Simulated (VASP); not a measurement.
Here is a VASP 6.6.1 calculation.

INCAR

```
PREC     = Normal         # precision mode
ENCUT    = 520            # plane-wave cutoff, eV
EDIFF    = 1E-4           # SCF threshold, eV
ISMEAR   = 0              # smearing method
SIGMA    = 0.15           # smearing width, eV
LREAL    = False          # projectors in reciprocal space
LASPH    = True           # aspherical terms in the spheres
NELM     = 60             # most SCF steps
ALGO     = Fast           # electronic algorithm
ISIF     = 3              # what is computed and relaxed
LWAVE    = False          # write WAVECAR
LCHARG   = False          # write CHGCAR
GGA      = PE             # functional
IBRION   = 2              # ionic algorithm
NSW      = 24             # ionic steps
EDIFFG   = -0.08          # ionic threshold
KPAR     = 2
```

Contents of KPOINTS:

```
Automatic mesh
0
Gamma
  3 3 4
```

Contents of POSCAR:

```
HfSiO4
1.0
    4.3617197800      0.0000000000      0.0000000000
    0.0000000000      4.3617197800      0.0000000000
    0.0000000000      0.0000000000      3.9401159200
Hf Si O
1 1 4
Direct
    0.5000000000      0.5000000000      0.5000000000
    0.0000000000      0.0000000000      0.0000000000
    0.0000000000      0.7298214800      0.5000000000
    0.0000000000      0.2701785200      0.5000000000
    0.2701785200      0.0000000000      0.5000000000
    0.7298214800      0.0000000000      0.5000000000
```

Potentials or basis: VASP PAW PBE potentials, release 64 (Hf_pv, Si, O).

The run is started by

```console
$ cat potpaw_PBE.64/Hf_pv/POTCAR potpaw_PBE.64/Si/POTCAR potpaw_PBE.64/O/POTCAR > POTCAR
$ mpirun -np 2 vasp_std > vasp.out
```

Estimate the band gap on the k mesh.

none (metal or under the smearing width).

Estimate the space group after relaxing (to 0.05 Å).

P4/mmm (No. 123).

Predict the relaxed volume.

10.35 Å³/atom.

Estimate the relaxed cell.

a = 4.894 Å, b = 4.894 Å, c = 2.593 Å, α = 90.00°, β = 90.00°, γ = 90.00°.

Step by step:
| step | energy change (eV) | largest force (eV/Å) | pressure (GPa) | volume (Å³) |
| --- | --- | --- | --- | --- |
| 1 | 0.0000 | 6.2290 | 23.01 | 74.96 |
| 2 | -3.6605 | 1.1405 | -17.58 | 95.70 |
| 3 | -3.7703 | 1.4742 | -13.67 | 90.76 |
| 4 | -4.5076 | 2.3481 | 3.07 | 79.03 |
| 5 | -4.6464 | 0.5969 | -2.39 | 81.70 |
| 6 | -4.8734 | 0.0527 | -1.24 | 78.38 |
| 7 | -5.1205 | 0.2928 | 0.60 | 73.64 |
| 8 | -5.4753 | 1.6699 | 8.27 | 64.03 |
| 9 | 4.0248 | 1.7420 | 146.42 | 44.28 |
| 10 | -5.5628 | 2.1898 | 8.93 | 62.94 |
| 11 | -5.4660 | 3.6781 | 30.29 | 53.69 |
| 12 | -5.8379 | 2.8857 | 11.47 | 60.00 |
| 13 | -5.9051 | 3.6554 | 17.86 | 56.85 |
| 14 | -5.9517 | 3.6339 | 18.07 | 56.56 |
| 15 | -6.0308 | 3.3413 | 19.92 | 55.67 |
| 16 | -6.1078 | 3.2103 | 19.34 | 55.88 |
| 17 | -6.3192 | 2.8070 | 16.65 | 56.50 |
| 18 | -6.6571 | 2.0228 | 11.60 | 57.76 |
| 19 | -7.0234 | 0.5417 | 4.82 | 60.33 |
| 20 | -7.0617 | 0.2007 | 2.38 | 61.55 |
| 21 | -7.0615 | 0.1336 | 2.55 | 61.43 |
| 22 | -7.0657 | 0.0559 | 1.86 | 61.63 |
| 23 | -7.0690 | 0.0949 | 0.42 | 62.04 |
| 24 | -7.0694 | 0.0690 | 0.33 | 62.11 |

Caveat: the k mesh is coarse (spacing up to 0.48 Å⁻¹), so the values aren't converged; the volume moved by over 15 % at a fixed basis, so the end points are rough; the relaxation stopped at a loose force limit of 0.08 eV/Å, so its end isn't a converged minimum. The run has no spin-orbit coupling, so splittings on Hf are missing.
